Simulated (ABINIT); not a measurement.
A run of ABINIT 10.8.3 (patched build):

The input run.abi:

```
# Pseudopotentials
pp_dirpath "./"
pseudos "Ru.GGA_PBE-JTH.xml, Al.GGA_PBE-JTH.xml"

# Structure
acell 3*1.0 Angstrom
rprim
     2.9916000000     0.0000000000     0.0000000000
     0.0000000000     2.9916000000     0.0000000000
     0.0000000000     0.0000000000     2.9916000000
ntypat 2
znucl 44 13
natom 2
typat 1 2
xcart
     1.4958000000     1.4958000000     1.4958000000
     0.0000000000     0.0000000000     0.0000000000 Angstrom

# Plane-wave basis
ecut 18.0
pawecutdg 36.0
pawxcdev 0

# k points
kptopt 1
ngkpt 9 9 9
nshiftk 1
shiftk 0.0 0.0 0.0

# Exchange and correlation
ixc 23

# Bands and occupations
nband 14
occopt 3
tsmear 0.05 eV

# SCF cycle
nstep 100
tolvrs 1.0e-9

# Output
iomode 3
prtwf 0
prtden 0
prteig 0
prtebands 0
```

Potentials or basis: JTH PAW PBE v2.0.

Launch:

```bash
$ abinit run.abi > log 2>&1
```

Hardware: 1 thread of Arm Neoverse V1, on a shared host.

**Question.** Estimate the wall time of this run.

**Answer.** Wall time 11 s on 1 thread of Arm Neoverse V1 (shared host), peak memory 0.09 GiB. Counts: scf iterations 10, mpi ranks 1, k points 35, bands 14, plane waves 671.
